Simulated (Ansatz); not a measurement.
# HfB: the cost of one run

Method: DFT LDA, scalar-relativistic, plane waves, PAW, in Ansatz 0.2.0.

3 further runs of the same task are left out: 2 that didn't finish, 1 set aside as unsound or not needed.

**1. The system as given**

Symmetry: Fm-3m, No. 225, cubic system. Conventional cell: a = 4.620 Å, b = 4.620 Å, c = 4.620 Å, α = 90.00°, β = 90.00°, γ = 90.00°. Around Hf (site symmetry m-3m) lie 6 B at 2.31 Å. Around B (site symmetry m-3m) lie 6 Hf at 2.31 Å.

Structure file:

```
Hf B
1.0
     0.00000    2.31000    2.31000
     2.31000    0.00000    2.31000
     2.31000    2.31000    0.00000
Hf B
1 1
Direct
  0.50000 0.50000 0.50000
  0.00000 0.00000 0.00000
```

The structure comes from the Crystallography Open Database.

**2. Another functional, on a distorted cell: LDA**

Against the listed cell: strain xx, yy, zz, yz, xz, xy = +3.6, +3.6, +3.6, +0.0, +0.0, +0.0 %.

Contents of input.yaml:

```yaml
crystal:
  lattice:
    - [0.0, 2.392005, 2.392005]
    - [2.392005, 0.0, 2.392005]
    - [2.392005, 2.392005, 0.0]
  atoms:
    - { symbol: Hf, position: [0.5, 0.5, 0.5] }
    - { symbol: B, position: [0.0, 0.0, 0.0] }
basis:
  ecutwfc: 420
kpoints:
  mp_grid: { grid: [16, 16, 16] }
hamiltonian:
  xc: lda
scf:
  occupations: { method: gaussian, width: 0.1 }
output:
  forces: true
  stress: true
  eigenvalues: true
  write_density: true
  write_potential: true
  elf: true
  volumetric_format: npy
```

On the command line:

```
> ansatz run input.yaml --threads 1 --pin off --max-ram 1331MiB --backend cpu --events-out ev --progress --plain --runs-dir out
```

**Question.** How long does this run take on 1 thread of an Arm CPU, shared host, and how much memory does it need?

About 4.4 s, with a peak of 0.33 GiB.
